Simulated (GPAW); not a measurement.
## Tm in GPAW: convergence with k mesh

Input of the first run (k mesh 2 × 2 × 2); the others differ in this setting and in those tied to it:

run.py

```python
from ase import Atoms
from ase.dft.bandgap import bandgap
from ase.io import write
from ase.units import GPa
from gpaw import GPAW, PW

atoms = Atoms(['Tm'],
              cell=[[0.0, 2.4680255249, 2.4680255249],
                    [2.4680255249, 0.0, 2.4680255249],
                    [2.4680255249, 2.4680255249, 0.0]],
              scaled_positions=[[0.0, 0.0, 0.0]],
              pbc=True)
atoms.set_initial_magnetic_moments([2.0])

calc = GPAW(mode=PW(800),
            xc='PBE',
            kpts={'size': (2, 2, 2), 'gamma': True},
            occupations={'name': 'fermi-dirac', 'width': 0.05},
            nbands=24,
            convergence={'density': 1e-05, 'energy': 1e-05},
            maxiter=100,
            txt='gpaw.txt')
atoms.calc = calc
energy = atoms.get_potential_energy()
forces = atoms.get_forces()
stress = atoms.get_stress()
calc.write('gs.gpw')
write('result.traj', atoms)
print(f'Energy: {energy:.6f} eV')
print('Forces (eV/A):')
print(forces.round(4))
print('Stress (GPa):', (stress / GPa).round(3))
print('Moments:', calc.get_magnetic_moments().round(3))
print('Fermi level:', round(calc.get_fermi_level(), 4), 'eV')
print(f'Gap: {bandgap(calc)[0]:.4f} eV, direct: {bandgap(calc, direct=True)[0]:.4f} eV')
```

Potentials or basis: GPAW PAW data sets (gpaw-data 1.2.1), pw.

Run with:

```console
$ OMP_NUM_THREADS=1 python run.py
```

This isn't the form of Tm at room conditions, which is hcp.

Hardware: 1 thread of Arm Neoverse V1 (shared host).

| k mesh | energy less the tightest run, at zero smearing (meV/atom) | pressure (GPa) | largest site moment (μB) | SCF cycles | CPU time (s) | peak memory (GiB) |
| --- | --- | --- | --- | --- | --- | --- |
| 2 × 2 × 2 | -760.91 | -11.06 | 1.49 | 20 | 18 | 0.18 |
| 3 × 3 × 3 | 169.29 | 4.12 | 0.94 | 26 | 28 | 0.18 |
| 4 × 4 × 4 | -42.10 | 4.19 | 1.19 | 18 | 31 | 0.18 |
| 5 × 5 × 5 | -15.39 | 4.26 | 1.18 | 20 | 39 | 0.19 |
| 6 × 6 × 6 | 18.69 | 4.21 | 1.11 | 21 | 60 | 0.19 |
| 7 × 7 × 7 | -5.59 | 4.11 | 1.19 | 20 | 69 | 0.2 |
| 8 × 8 × 8 | -5.41 | 4.30 | 1.18 | 20 | 95 | 0.21 |
| 10 × 10 × 10 | -1.99 | 4.18 | 1.18 | 20 | 150 | 0.24 |
| 12 × 12 × 12 | 0.00 | 4.23 | 1.17 | 18 | 200 | 0.28 |

Against the tightest run, the pressure stays within 0.1 GPa from 8 × 8 × 8 on; the largest site moment stays within 0.02 μB from 7 × 7 × 7 on. Not settled before the last step: the energy (to 1 meV/atom). Meshes of other sizes hit other points, so gaps and Fermi surfaces needn't settle smoothly. The tightest run that finished is the yardstick and may itself not be fully converged.

Caveat, for the tightest run too: one-centre terms of the f shell are cut off; the magnetic or orbital state may not be the lowest; spin-orbit coupling is left out, which moves the levels of the heavy elements. The state reached can hang on the start; a lower one may exist.
